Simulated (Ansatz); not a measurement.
# V_Si in Si3N4 (P6_3/m): charge-transition levels and formation energies, part 2 of 2

Wanted: the transition levels of a vacancy in Si3N4 (P6_3/m), from a cell of 126 host atoms with 1 Si taken out.

Ansatz; place-levels on PBEsol runs: charge-transition levels and formation energies with image-charge correction and potential alignment at the atomic sites; PAW set soft_1.

So far: The structure; The runs of each charge state.

**3. place-levels, PBEsol**

A charged cell interacts with its images and the background, and its potential has another zero than the host's. place-levels removes the first by a point-charge model, screened by the static dielectric constant since the ions have relaxed around the charge, and the second by comparing potentials at atoms far from the defect.

The host is a run of the defect-free crystal in the same cutoffs, grids and k-points, so that basis and sampling errors cancel in part in the differences. Its band edges come from a run of the primitive cell that searches the zone for them. The host is run in a cell of 42 atoms on a matching mesh. Chemical potentials are energies per atom of Si (diamond), run with the same functional and cutoff.

Contents of levels.point.yaml:

```yaml
host:
  run: host.point.run
  levels_from: { run: edges.point.run }
states: [qm4.point.run, qm3_M1.point.run, qm2.point.run, qm2_M2.point.run, qm1_M1.point.run, qm1_M3.point.run, q0.point.run, q0_M2.point.run]
geometry_from:
  qm4.point.run: qm4.relax.run
  qm3_M1.point.run: qm3_M1.relax.run
  qm2.point.run: qm2.relax_smeared.run
  qm2_M2.point.run: qm2_M2.relax.run
  qm1_M1.point.run: qm1_M1.relax.run
  qm1_M3.point.run: qm1_M3.relax.run
  q0.point.run: q0.relax.run
  q0_M2.point.run: q0_M2.relax.run
  host.point.run: host.relax.run
chemical_potentials:
  Si:
    energy: -621.49341
    dataset: <sha256 of the dataset>
epsilon: [4.29, 4.29, 4.37]
static_epsilon: [8.29, 8.29, 8.25]
vertical:
  - { from: qm4.point.run, to: qm4.point_neutral.run }
  - { from: qm3_M1.point.run, to: qm3_M1.point_neutral.run }
  - { from: qm2.point.run, to: qm2.point_neutral.run }
  - { from: qm2_M2.point.run, to: qm2_M2.point_neutral.run }
  - { from: qm1_M1.point.run, to: qm1_M1.point_neutral.run }
  - { from: qm1_M3.point.run, to: qm1_M3.point_neutral.run }
```

On the command line:

```
> ansatz place-levels levels.point.yaml -- --threads 4 --pin off --max-ram 15073MiB
```

Numbers of over 12 decimals in the logs are rounded to 6 here.

Log:

```text
[... repeated set-up lines and file paths are left out, and long positions are rounded to six places ...]
(0/-1) 0.157 eV above the valence edge, 4.030 eV under the conduction edge
(-1/-2) 0.966 eV above the valence edge, 3.220 eV under the conduction edge
(-2/-3) 1.545 eV above the valence edge, 2.641 eV under the conduction edge
(-3/-4) 2.334 eV above the valence edge, 1.852 eV under the conduction edge
formation energy of charge 0: +12.142 eV with the Fermi level at the valence edge
formation energy of charge -1: +12.299 eV with the Fermi level at the valence edge
formation energy of charge -2: +13.265 eV with the Fermi level at the valence edge
formation energy of charge -3: +14.810 eV with the Fermi level at the valence edge
formation energy of charge -4: +17.144 eV with the Fermi level at the valence edge
vertical -4 to 0: no energy, since no alignment is typed
  the change from vertical[0].from (qm4.point.run) to vertical[0].to (qm4.point_neutral.run): by its potential at epsilon [4.29, 4.29, 4.37] it stands at 0.366 0.454 0.583, with an rms radius of about 4.6 Å (2.9 2.7 2.4 Å across the planes of the cell's [...]
vertical -3 to 0: no energy, since no alignment is typed
  the change from vertical[1].from (qm3_M1.point.run) to vertical[1].to (qm3_M1.point_neutral.run): by its spins about the atoms it stands at 0.376 0.452 0.583, with an rms radius of about 2.9 Å (1.5 1.9 1.7 Å across the planes of the cell's vectors); [...]
vertical -2 to 0: no energy, since no alignment is typed
  the change from vertical[2].from (qm2.point.run) to vertical[2].to (qm2.point_neutral.run): by its potential at epsilon [4.29, 4.29, 4.37] it stands at 0.358 0.453 0.584, with an rms radius of about 5.1 Å (3.3 2.9 2.7 Å across the planes of the cell's [...]
vertical -2 to 0: no energy, since no alignment is typed
  the change from vertical[3].from (qm2_M2.point.run) to vertical[3].to (qm2_M2.point_neutral.run): by its spins about the atoms it stands at 0.346 0.441 0.583, with an rms radius of about 3.0 Å (1.8 1.8 1.7 Å across the planes of the cell's vectors); [...]
vertical -1 to 0: no energy, since no alignment is typed
  the change from vertical[4].from (qm1_M1.point.run) to vertical[4].to (qm1_M1.point_neutral.run): by its potential at epsilon [4.29, 4.29, 4.37] it stands at 0.525 0.498 0.032, with an rms radius of about 6.1 Å (3.9 3.2 3.4 Å across the planes of the cell's [...]
vertical -1 to 0: no energy, since no alignment is typed
  the change from vertical[5].from (qm1_M3.point.run) to vertical[5].to (qm1_M3.point_neutral.run): by its potential at epsilon [4.29, 4.29, 4.37] it stands at 0.533 0.471 0.104, with an rms radius of about 6.4 Å (4.3 3.3 3.4 Å across the planes of the cell's [...]
  edges by pbesol of host.levels_from (edges.point.run), its mesh sampled to repeats of 26.19 Å (the valence edge +0.130 eV and the conduction edge -0.336 eV from those of the host's own run), gap 4.186 eV; the host is sampled to repeats of 26.41 Å
  the defect's cells are sampled to repeats of 26.41 Å, like sampling
  charge 0: +0.000 eV for its dipole among its images, +0.001 omitted
  charge -1: -60322.4748 eV with its correction of +0.390 eV, at epsilon [8.29, 8.29, 8.25], aligned at sites: -0.1714 eV, mean over 89 atomic sites at or beyond 4.37 Å from the defect at [0.3528, 0.4732, 0.5833], with +0.018088 for the charge's moments and [...]
  charge -2: -60313.3869 eV with its correction of +1.158 eV, at epsilon [8.29, 8.29, 8.25], aligned at sites: -0.1424 eV, mean over 89 atomic sites at or beyond 4.37 Å from the defect at [0.3528, 0.4732, 0.5833], with +0.014968 for the charge's moments and [...]
  states[3] (qm2_M2.point.run): levels filled in part (TS 0.003 eV): its energy is of no whole electron's
  charge -3: -60303.7197 eV with its correction of +2.303 eV, at epsilon [8.29, 8.29, 8.25], aligned at sites: -0.1127 eV, mean over 89 atomic sites at or beyond 4.37 Å from the defect at [0.3528, 0.4732, 0.5833], with +0.017932 for the charge's moments and [...]
  charge -4: -60293.2635 eV with its correction of +3.896 eV, at epsilon [8.29, 8.29, 8.25], aligned at sites: -0.1009 eV, mean over 89 atomic sites at or beyond 4.37 Å from the defect at [0.3528, 0.4732, 0.5833], with +0.007716 for the charge's moments and [...]
  charge 0: states[6] (q0.point.run) stands 0.301 eV higher, with a moment of 0.00 μB against 2.00
  states[6] (q0.point.run): levels filled in part (TS 0.006 eV): its energy is of no whole electron's
  charge -1: states[4] (qm1_M1.point.run) stands 0.072 eV higher, with a moment of 1.00 μB against 3.00
  charge -2: states[2] (qm2.point.run) stands 0.197 eV higher, with a moment of 0.00 μB against 2.00
  states[2] (qm2.point.run): levels filled in part (TS 0.008 eV): its energy is of no whole electron's
  of states[5] (qm1_M3.point.run): it parts from the run at its places by a charge that spreads by about 3.4 Å along one vector (1.5 Å or more is wide), by its potential at epsilon [4.29, 4.29, 4.37], taken for that of held ions (one typed too small widens [...]
  of states[3] (qm2_M2.point.run): it parts from the run at its places by a charge that spreads by about 1.7 Å along one vector (1.5 Å or more is wide), by the spins about the atoms, where the cell does not tell a trapped carrier from a band state. [...]
  of states[1] (qm3_M1.point.run): it parts from the run at its places by a charge that spreads by about 1.7 Å along one vector (1.5 Å or more is wide), by the spins about the atoms, where the cell does not tell a trapped carrier from a band state. [...]
  of states[0] (qm4.point.run): it parts from the run at its places by a charge that spreads by about 2.4 Å along one vector (1.5 Å or more is wide), by its potential at epsilon [4.29, 4.29, 4.37], taken for that of held ions (one typed too small widens it), [...]
  of states[4] (qm1_M1.point.run): it parts from the run at its places by a charge that spreads by about 3.4 Å along one vector (1.5 Å or more is wide), by its potential at epsilon [4.29, 4.29, 4.37], taken for that of held ions (one typed too small widens [...]
  of states[2] (qm2.point.run): it parts from the run at its places by a charge that spreads by about 2.7 Å along one vector (1.5 Å or more is wide), by its potential at epsilon [4.29, 4.29, 4.37], taken for that of held ions (one typed too small widens it), [...]
  of vertical[0].from (qm4.point.run): it parts from the run at its places by a charge that spreads by about 2.4 Å along one vector (1.5 Å or more is wide), by its potential at epsilon [4.29, 4.29, 4.37], taken for that of held ions (one typed too small [...]
  vertical[0].to (qm4.point_neutral.run): levels filled in part (TS 0.009 eV): its energy is of no whole electron's
  of vertical[1].from (qm3_M1.point.run): it parts from the run at its places by a charge that spreads by about 1.7 Å along one vector (1.5 Å or more is wide), by the spins about the atoms, where the cell does not tell a trapped carrier from a band state. [...]
  vertical[1].to (qm3_M1.point_neutral.run): levels filled in part (TS 0.012 eV): its energy is of no whole electron's
  vertical[2].from (qm2.point.run): levels filled in part (TS 0.008 eV): its energy is of no whole electron's
  of vertical[2].from (qm2.point.run): it parts from the run at its places by a charge that spreads by about 2.7 Å along one vector (1.5 Å or more is wide), by its potential at epsilon [4.29, 4.29, 4.37], taken for that of held ions (one typed too small [...]
  vertical[2].to (qm2.point_neutral.run): levels filled in part (TS 0.012 eV): its energy is of no whole electron's
  vertical[3].from (qm2_M2.point.run): levels filled in part (TS 0.003 eV): its energy is of no whole electron's
  of vertical[3].from (qm2_M2.point.run): it parts from the run at its places by a charge that spreads by about 1.7 Å along one vector (1.5 Å or more is wide), by the spins about the atoms, where the cell does not tell a trapped carrier from a band state. [...]
  vertical[3].to (qm2_M2.point_neutral.run): levels filled in part (TS 0.011 eV): its energy is of no whole electron's
  of vertical[4].from (qm1_M1.point.run): it parts from the run at its places by a charge that spreads by about 3.4 Å along one vector (1.5 Å or more is wide), by its potential at epsilon [4.29, 4.29, 4.37], taken for that of held ions (one typed too small [...]
  vertical[4].to (qm1_M1.point_neutral.run): levels filled in part (TS 0.010 eV): its energy is of no whole electron's
  of vertical[5].from (qm1_M3.point.run): it parts from the run at its places by a charge that spreads by about 3.4 Å along one vector (1.5 Å or more is wide), by its potential at epsilon [4.29, 4.29, 4.37], taken for that of held ions (one typed too small [...]
  vertical[5].to (qm1_M3.point_neutral.run): levels filled in part (TS 0.011 eV): its energy is of no whole electron's
```

Wall time 1.2 s (4 threads of Arm Neoverse V2, shared host).

Under PBEsol the gap is 4.19 eV, (0/−1) 0.16, (−1/−2) 0.97, (−2/−3) 1.55, (−3/−4) 2.33 eV.

Levels between the charges placed, in eV above the valence top:

|  | gap (eV) | (0/−1) | (−1/−2) | (−2/−3) | (−3/−4) |
| --- | --- | --- | --- | --- | --- |
| PBEsol | 4.19 | 0.16 | 0.97 | 1.55 | 2.33 |

Corrections by state:

| charge | moment (μB) | image terms and alignment (eV) | band filling (eV) | ε used | over the lowest of its charge, as the program ranks them, band filling apart (eV) |
| --- | --- | --- | --- | --- | --- |
| 0 | 2.0 | 0.000 | - | - | 0.000 |
| −1 | 3.0 | 0.390 | - | principal values (8.25, 8.29, 8.29) | 0.000 |
| −2 | 2.0 | 1.158 | - | principal values (8.25, 8.29, 8.29) | 0.000 |
| −3 | 1.0 | 2.303 | - | principal values (8.25, 8.29, 8.29) | 0.000 |
| −4 | 0.0 | 3.896 | - | principal values (8.25, 8.29, 8.29) | 0.000 |
| 0 | 0.0 | 0.000 | - | - | 0.301 |
| −1 | 1.0 | 0.389 | - | principal values (8.25, 8.29, 8.29) | 0.072 |
| −2 | 0.0 | 1.170 | - | principal values (8.25, 8.29, 8.29) | 0.197 |

The charged structures listed were also run neutral, and place-levels reads from each pair, by the potential or the spins, how wide the charge is by which they differ; that can be the carrier of either run.

| charge | rms radius (Å) | spread where it is widest against the cell (Å) | wide from (Å) | reading |
| --- | --- | --- | --- | --- |
| −1 | 6.4 | 3.43 | 1.51 | wide |
| −2 | 3.0 | 1.69 | 1.51 | wide |
| −3 | 2.9 | 1.71 | 1.51 | wide |
| −4 | 4.6 | 2.39 | 1.51 | wide |

The neutral runs of these pairs need not share the spin of the lowest neutral state, and very wide values only mean spread over the cell.

From the program's caveats on the states, each cut to its opening words:

- charge −1 (3 μB), −1 (1 μB): it parts from the run at its places by a charge that spreads by about 3.4 Å along one vector (1.5 Å or more is wide), by its potential at epsilon [4.29, 4.29, [...]
- charge −2 (2 μB), −3 (1 μB): it parts from the run at its places by a charge that spreads by about 1.7 Å along one vector (1.5 Å or more is wide), by the spins about the atoms, where the [...]
- charge −3 (1 μB): the far atoms show a dipole or second moment of the defect's charge, for which the correction takes or leaves out 0.054 eV: further moments aren't read, and [...]
- charge −4: it parts from the run at its places by a charge that spreads by about 2.4 Å along one vector (1.5 Å or more is wide), by its potential at epsilon [4.29, 4.29, [...]
- charge −2: it parts from the run at its places by a charge that spreads by about 2.7 Å along one vector (1.5 Å or more is wide), by its potential at epsilon [4.29, 4.29, [...]

The host's formation energy from the elements is -1.218 eV per atom; it sets how far the chemical potentials can move.

Limit set by the element alone; other compounds of these elements are not counted. Chemical potentials from the elements' reference states: N 0.00 eV, Si -2.84 eV. Formation energy by charge state (N-rich; gap 4.19 eV):

| charge | at valence top (eV) | at conduction bottom (eV) | correction included (eV) |
| --- | --- | --- | --- |
| 0 | 9.30 | 9.30 | 0.00 |
| −1 | 9.46 | 5.27 | 0.39 |
| −2 | 10.42 | 2.05 | 1.16 |
| −3 | 11.97 | -0.59 | 2.30 |
| −4 | 14.30 | -2.44 | 3.90 |

```tsv
Fermi level (eV)	lowest formation energy (eV)
0.00	9.30
0.38	9.08
0.76	8.70
1.14	8.14
1.52	7.38
1.90	6.26
2.28	5.11
2.67	3.64
3.05	2.12
3.43	0.60
3.81	-0.92
4.19	-2.44
```

Limit set by the element alone; other compounds of these elements are not counted. Chemical potentials from the elements' reference states: Si 0.00 eV, N -2.13 eV. Formation energies (Si-rich), with the Fermi level at the valence top and at the conduction bottom (gap 4.19 eV):

| charge | at valence top (eV) | at conduction bottom (eV) | correction included (eV) |
| --- | --- | --- | --- |
| 0 | 12.14 | 12.14 | 0.00 |
| −1 | 12.30 | 8.11 | 0.39 |
| −2 | 13.26 | 4.89 | 1.16 |
| −3 | 14.81 | 2.25 | 2.30 |
| −4 | 17.14 | 0.40 | 3.90 |

Fermi level (eV), lowest formation energy (eV) and a bar:
```
     0.00      12.14 ##############################
     0.38      11.92 #############################
     0.76      11.54 ############################
     1.14      10.98 ###########################
     1.52      10.22 #########################
     1.90       9.11 ######################
     2.28       7.96 ###################
     2.67       6.48 ################
     3.05       4.96 ############
     3.43       3.44 ########
     3.81       1.92 ####
     4.19       0.40
```

**4. Levels against the band edges, r2SCAN**

r2SCAN on the same structure is run to see how far the result rests on the functional, though not on the errors that semilocal functionals share; the sampling changes too, to one point at (¼, ¼, ¼), so differences hold both changes.

Contents of qm4.r2scan/input.yaml:

```yaml
crystal:
  checkpoint: "../qm4.relax.run"
  host: checkpoint
total_charge: -4
basis:
  ecutwfc: 500
  xc_grid: 2
hamiltonian:
  xc: r2scan
  pseudopotentials: { kind: paw, azcp: { folder: soft_1 } }
kpoints:
  mp_grid: { grid: [1, 1, 1], shift: [0.25, 0.25, 0.25] }
scf:
  occupations: { method: fermi_dirac, width: 0.01 }
  max_iter: 100
output:
  forces: true
  eigenvalues: true
  charged_corrections:
    epsilon: [4.29, 4.29, 4.37]
    static_epsilon: [8.29, 8.29, 8.25]
    defect_position: [0.352834, 0.473222, 0.583333]
checkpoint:
  write: "../qm4.r2scan.run"
  compress: false
  write_wavefunctions: false
  write_every: 100000
```

Elapsed: 76 s, on 4 threads; peak memory 3.7 GiB; 4.9 min of CPU time.

Contents of levels.r2scan.yaml:

```yaml
host:
  run: host.r2scan.run
  levels_from: { run: edges.r2scan.run }
states: [qm4.r2scan.run, qm3_M1.r2scan.run, qm2.r2scan.run, qm2_M2.r2scan.run, qm1_M1.r2scan.run, qm1_M3.r2scan.run, q0.r2scan.run, q0_M2.r2scan.run]
geometry_from:
  qm4.r2scan.run: qm4.relax.run
  qm3_M1.r2scan.run: qm3_M1.relax.run
  qm2.r2scan.run: qm2.relax_smeared.run
  qm2_M2.r2scan.run: qm2_M2.relax.run
  qm1_M1.r2scan.run: qm1_M1.relax.run
  qm1_M3.r2scan.run: qm1_M3.relax.run
  q0.r2scan.run: q0.relax.run
  q0_M2.r2scan.run: q0_M2.relax.run
  host.r2scan.run: host.relax.run
chemical_potentials:
  Si:
    energy: -639.06578
    dataset: <sha256 of the dataset>
```

On the command line:

```
> ansatz place-levels levels.r2scan.yaml -- --threads 4 --pin off --max-ram 15073MiB
```

Log:

```text
(0/-1) 0.513 eV above the valence edge, 4.465 eV under the conduction edge
(-1/-2) 1.185 eV above the valence edge, 3.793 eV under the conduction edge
(-2/-3) 1.871 eV above the valence edge, 3.107 eV under the conduction edge
(-3/-4) 2.560 eV above the valence edge, 2.418 eV under the conduction edge
formation energy of charge 0: +12.207 eV with the Fermi level at the valence edge
formation energy of charge -1: +12.719 eV with the Fermi level at the valence edge
formation energy of charge -2: +13.904 eV with the Fermi level at the valence edge
formation energy of charge -3: +15.775 eV with the Fermi level at the valence edge
formation energy of charge -4: +18.335 eV with the Fermi level at the valence edge
  edges by r2scan of host.levels_from (edges.r2scan.run), its mesh sampled to repeats of 26.19 Å (the valence edge +0.229 eV and the conduction edge -0.339 eV from those of the host's own run), gap 4.978 eV; the host is sampled to repeats of 15.83 Å
[... the lines on each state left out ...]
```

The job ended after 0.71 s (4 threads).

Under r2SCAN the gap is 4.98 eV, (0/−1) 0.51, (−1/−2) 1.19, (−2/−3) 1.87, (−3/−4) 2.56 eV; the stage before (PBEsol, at other k-points) gave a gap of 4.19 eV and levels within 0.36 eV of these.

**5. Side by side**

Levels between neighbouring charges, in eV above each run's own valence top:

|  | gap (eV) | (0/−1) | (−1/−2) | (−2/−3) | (−3/−4) | CPU time a state at this stage (restarts are quicker than cold starts) |
| --- | --- | --- | --- | --- | --- | --- |
| PBEsol, 2×2×2 shifted mesh | 4.19 | 0.16 | 0.97 | 1.55 | 2.33 | 27 min |
| r2SCAN on PBEsol structures, (¼, ¼, ¼) | 4.98 | 0.51 | 1.19 | 1.87 | 2.56 | 13 min |

**6. Summary of results**

```yaml
gap_of_the_host: 4.19 eV (PBEsol)
level_0_minus_1: 0.16 eV above the valence top
level_minus_1_minus_2: 0.97 eV above the valence top
level_minus_2_minus_3: 1.55 eV above the valence top
level_minus_3_minus_4: 2.33 eV above the valence top
lowest_of_the_charges_placed_just_above_the_valence_top_0p02_ev: 0
lowest_of_the_charges_placed_just_below_the_conduction_bottom_0p02_ev: −4
lowest_formation_energy_at_mid_gap_of_the_charges_run_n_rich: 5.69 eV
lowest_formation_energy_at_mid_gap_of_the_charges_run_si_rich: 8.53 eV
```

What this shows: Of the charges placed (−4, −3, −2, −1 and 0), the lowest changes at 0.16 eV (0/−1), 0.97 eV (−1/−2), 1.55 eV (−2/−3) and 2.33 eV (−3/−4) above the valence top, in a gap of 4.19 eV. (0/−1) lies nearer to a band edge than the share of the finite-size correction in it (0.39 eV), and that correction holds for a localised charge alone. Charges above 0 and below −4 were not placed, so these runs say nothing of levels that involve them. States placed: 0 at 2 μB and 0 μB; −1 at 3 μB and 1 μB; −2 at 2 μB and 0 μB; −3 at 1 μB; −4 at 0 μB. Other spin states or structures, where not listed, weren't placed. Corrections reach 3.9 eV, so the cell is small for these charges and their levels are rough. Keep in mind: the images are only 8.7 Å apart; PBEsol makes the gap too small and tends to spread out bound carriers; where a gas molecule sets a chemical potential or the host's formation energy, its binding is uncorrected; force components of up to 0.14 eV/Å remain in a run at the final settings.

[Logs are printed without paths, hosts, clocks, repeated set-up lines and the standing remarks that a program may print on its own settings, such as how far it seeks lower states.]

[Hosts, paths, dates, database ids (printed as entryN), source tags and the programs' standing remarks are cut or masked in the printed files.]

[Where a table of states has a column of steps, it counts the stored structures, which are thinned; the runs took as many ionic steps or more.]

[A defect's name tells the site on which it was built; relaxed atoms can leave that site.]

[For some hosts the program warned that the k-mesh of the response run may be too coarse for force constants and the static dielectric constant; such warnings are not shown here.]
